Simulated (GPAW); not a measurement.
The system is Co.

```xyz
2
Lattice="2.4720 0.0000 0.0000 -1.2360 2.1408 0.0000 0.0000 0.0000 4.0211" Properties=species:S:1:pos:R:3 pbc="T T T"
Co    1.2360    0.7136    3.0159
Co    0.0000    1.4272    1.0053
```

Base run:

```yaml
Program: GPAW 26.7.0
Functional: PBEsol
Potentials_or_basis: PAW data sets generated in the run's folder for this functional
Cutoff: 600 eV
Basis: pw
k_mesh: 10 × 10 × 6
Occupations: fermi-dirac, width 0.05 eV
Spin: collinear spin, ferromagnetic start
Starting_moments: "[2.0, 2.0] μB"
Hubbard_terms: Co d U = 2 eV
```

Its results: pressure -2.2 GPa; net moment 3.50 μB per cell; site moments Co +1.88 μB.

Problem. After a change of settings the same cell gave: pressure 10.1 GPa; net moment 3.98 μB per cell; site moments Co +2.13 μB. Which change was it?
A. hubbard terms from Co d U = 2 eV to Co d U = 4 eV
B. hubbard terms from Co d U = 2 eV to none
C. hubbard terms from Co d U = 2 eV to Co d U = 3 eV

Solution. A.

Caveats: the U is typed as a test and isn't derived for this compound.

Not every run made on this cell is shown here.
